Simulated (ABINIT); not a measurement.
The system is ZnO (zincite).

```
CELL_PARAMETERS angstrom
3.24931 0.00000 0.00000
-1.62465 2.81398 0.00000
0.00000 0.00000 5.20571
ATOMIC_POSITIONS crystal
Zn 0.66667 0.33333 0.00000
Zn 0.33333 0.66667 0.50000
O 0.33333 0.66667 0.87901
O 0.66667 0.33333 0.37901
```

Program: ABINIT 10.8.3 (patched build). Alike in all runs: potentials or basis JTH PAW PBE v2.0; no spin polarisation; cell as given; smearing fermi-dirac 0.05 eV.

Question: Order these runs on this cell by their band gap on the k mesh, lowest first.
A. level HCTH407; k mesh 9 × 9 × 5; cutoff (eV) 626; fine-grid cutoff 1224.51 eV; mesh quality not flagged
B. level r2SCAN; k mesh 4 × 4 × 2; cutoff (eV) 762; fine-grid cutoff 1360.57 eV; mesh quality coarse
C. level PBE; k mesh 9 × 9 × 5; cutoff (eV) 626; fine-grid cutoff 1224.51 eV; mesh quality not flagged

Answer: C (0.79 eV), B (1.20 eV), A (1.41 eV).

Caveats: some runs use coarse meshes; an odd mesh through Γ misses points on the zone boundary, where band edges often lie (some runs).

Not every run made on this cell is shown here.
